## Two ways to stack the same bonds: diamond and lonsdaleite

Diamond and lonsdaleite are built from the same unit, a carbon atom with four single bonds pointing to the corners of a tetrahedron. They differ only in how neighbouring tetrahedra are turned against each other. How much energy hangs on that turn, and does the answer depend on the density functional?

In the table below, "margin to next" is the energy per atom by which lonsdaleite lies above diamond. These two crystals are the only candidates, so "lowest" means the lower of the two; graphite, the stable form of carbon at ambient conditions, does not take part. Where two k-meshes stand in a row, the first belongs to diamond and the second to lonsdaleite. The values for LDA and PBE are to be predicted.

Ansatz 0.2.0, DFT with plane waves and PAW, spin-unpolarised, for carbon as diamond and lonsdaleite. Both cells were relaxed with r2SCAN and kept the same for every functional. Margins are differences in total energy, without vibrations.

| functional | distinct k-meshes among the runs behind the row | wave cutoff | margin to next (meV/atom) |
| --- | --- | --- | --- |
| LDA | 12x12x12 / 12x12x6 | 420 eV | ? |
| PBE | 12x12x12 / 12x12x6 | 420 eV | ? |
| r2SCAN | 12x12x12 / 12x12x6 | 500 eV | 27.600 |
| HSE06 | 8x8x8 / 9x9x4 | 420 eV | 26.400 |
| PBE0 | 8x8x8 / 9x9x4 | 420 eV | 26.500 |
| r2SCAN0 | 8x8x8 / 9x9x4 | 500 eV | 28.500 |

### Where the margin comes from

Look along a carbon–carbon bond, so that one atom hides the other. In diamond the three outer bonds of the rear atom appear in the gaps between those of the front atom: the bond is staggered. In lonsdaleite this holds for three bonds out of four. Around the fourth, which points along the hexagonal $c$ axis, front and rear bonds line up, and the bond is eclipsed.

That an eclipsed single bond costs energy is standard chemistry, known from the rotation of ethane. Electron pairs in aligned bonds repel each other more strongly, and the staggered form lets electrons spread better from a filled bond orbital into the empty antibonding orbital opposite. How far each of these effects carries over to the crystal is not something these runs resolve. The atoms at the two ends also come closer. With ideal tetrahedra and the bond length of diamond they are 2.57 Å apart across an eclipsed bond, against 2.95 Å for the closest pair across a staggered one.

The relaxed lonsdaleite cell fits this picture. The ratio of its edges, $c/a$, is 2% larger than ideal tetrahedra would give, so the crystal is stretched along the very direction in which the short contacts lie. This does not single out repulsion as the cause of the margin, but it is what repulsion across those contacts would do.

The margin can be turned into a price per eclipsed bond. The lonsdaleite cell has four atoms and eight bonds, two of them eclipsed, which makes half an eclipsed bond per atom. The r2SCAN margin of 27.6 meV/atom therefore amounts to about 55 meV per eclipsed bond, or 5 kJ/mol. The barrier of ethane is roughly 12 kJ/mol (a recalled value), so the price is of the same order, though less than half as large. The comparison is a loose one, since the neighbours here are carbon atoms held in a network and not hydrogen.

### Why the functional matters so little

Both crystals have the same number of bonds per atom, of the same kind and at nearly the same density. An error that a functional makes for a carbon–carbon single bond enters both energies and drops out of the difference. What remains is the error in whatever sets the two stackings apart, on the picture above chiefly the cost of eclipsing. The common r2SCAN cells do little harm for the same reason: LDA and the hybrid functionals would prefer smaller cells and PBE larger ones, but each would change both crystals almost equally. (The hybrid runs warn that their thresholds are loose for stresses, but the inward pull is large and nearly the same in both crystals.)

The calculations show how strong this cancellation is. From r2SCAN to r2SCAN0 the band gap of diamond grows by 1.8 eV, while the margin changes by 0.9 meV/atom. From PBE0 to HSE06, which replaces the long-range part of exact exchange by PBE exchange, the total energy of lonsdaleite rises by 56 meV/atom, yet the margin moves by only 0.1. A property of one crystal may thus depend heavily on the functional when the energy difference between two similar crystals does not.

### The prediction

The known rows suggest two small effects, which we take to add. One is the admixture of exact exchange, which leads from r2SCAN to r2SCAN0. The other is the change from the PBE form to the r2SCAN form, which leads from PBE0 to r2SCAN0 and also contains the higher wave cutoff of the r2SCAN pair. PBE is PBE0 without exact exchange, so we take the first step off the PBE0 margin:

$$26.5-(28.5-27.6)=25.6\ \text{meV/atom}.$$

The borrowed step also contains a change of k-mesh, since r2SCAN was run on finer meshes than r2SCAN0. PBE and PBE0 differ in the same way, so the mesh effect is carried over along with that of exchange. The weak point is the transfer from one family of functionals to another, and we therefore make the error bar as large as the step itself, 0.9 meV/atom.

LDA lacks the gradient corrections of PBE. These depend on how unevenly the electrons are spread, which should be much alike in two networks of equal bonds, so LDA gets the same value as PBE. This is a bolder assumption. We widen the bar by the size of the step from PBE0 to r2SCAN0, which shows what a change of functional form can do: $\sqrt{0.9^2+2.0^2}\approx 2.2$ meV/atom.

The forecasts are these:

- Diamond stays below lonsdaleite with both functionals.
- PBE gives 25.6 ± 0.9 meV/atom, below all four known rows.
- LDA gives 25.6 ± 2.2 meV/atom; which of LDA and PBE is lower is left open.

The bars are judgements, not statistical errors. A simpler view would be that the margin belongs to the structure alone and is the same for every functional. The best guess is then the mean of the four known rows, about 27.3 meV/atom.

### The computed values

The withheld rows as computed:

| functional | distinct k-meshes among the runs behind the row | wave cutoff | margin to next (meV/atom) |
| --- | --- | --- | --- |
| LDA | 12x12x12 / 12x12x6 | 420 eV | 25.000 |
| PBE | 12x12x12 / 12x12x6 | 420 eV | 24.500 |

Diamond is the lower of the two in both rows, and PBE does fall below the four known rows. Its value of 24.5 meV/atom, however, lies 1.1 below the forecast and just outside the error bar (with unrounded margins, a miss of 1.03 against a bar of 0.95). LDA, at 25.0, is 0.6 below its forecast and well inside the wider bar. The simple mean is too high by more than 2 meV/atom in both cases, so the choice of functional does leave a mark, if a small one.

The PBE miss has a clear location. The step from PBE to PBE0 is 2.0 meV/atom, more than twice the step borrowed from the r2SCAN pair. The two effects do not simply add, and the way a hybrid is built offers a reason. PBE0 and r2SCAN0 both replace a quarter of the parent's own exchange energy by exact exchange. If the electron density hardly changes, the margin shifts by

$$\tfrac14\left(\Delta E_x^{\text{exact}}-\Delta E_x^{\text{parent}}\right),$$

where $\Delta E_x$ is the exchange energy of lonsdaleite less that of diamond, per atom. The shift thus measures how far the parent's exchange is from exact exchange, and that distance differs from parent to parent.

If the change of mesh is neglected, four times the step gives the distance: about 8 meV/atom for PBE and about 4 for r2SCAN. On this reading, r2SCAN exchange already comes closer to exact exchange for the difference between these two crystals, and so changes less with the admixture. The distances are inferred from the steps, not computed, and they need not carry over to eclipsed bonds in other systems. The same inequality of the two steps can be read in another way: the hybrids agree better than their parents. PBE and r2SCAN are 3.1 meV/atom apart, PBE0 and r2SCAN0 only 2.0, the direction expected when a quarter of the exchange becomes common to both. If the whole 3.1 were exchange, that would leave 2.3; reaching 2.0 needs an exchange difference of about 4 meV/atom, partly offset by correlation or by the different cutoffs.

The LDA hit is less of a success than it looks. Its forecast rested on the PBE value, which was 1.1 meV/atom too high, and on the assumption that gradient corrections cancel. In fact LDA lies 0.5 above PBE, and this offsets about half of the first error. For the net result the assumption holds up well, since half a meV is only about 2% of the margin; whether the corrections to exchange and to correlation are each small or partly cancel, the totals do not tell.

Over all six functionals the margin stays between 24.5 and 28.5 meV/atom. The order of the two crystals is the same in all of them, and they agree on the margin to within about 2 meV/atom either way. That is agreement among functionals, not an error bar against experiment, and vibrations are left out. What is not settled is how much of the two hybrid steps is due to exchange and how much to the coarser k-meshes of the hybrid runs. The mesh share is expected to be small: HSE06 and PBE0 differ in the long-range exchange, the part most sensitive to the mesh, and still agree to 0.1 meV/atom. Repeating PBE0 and r2SCAN0 on the finer meshes would decide it, since exact exchange has a mesh dependence of its own: if their margins stay put, the two steps are due to exchange.
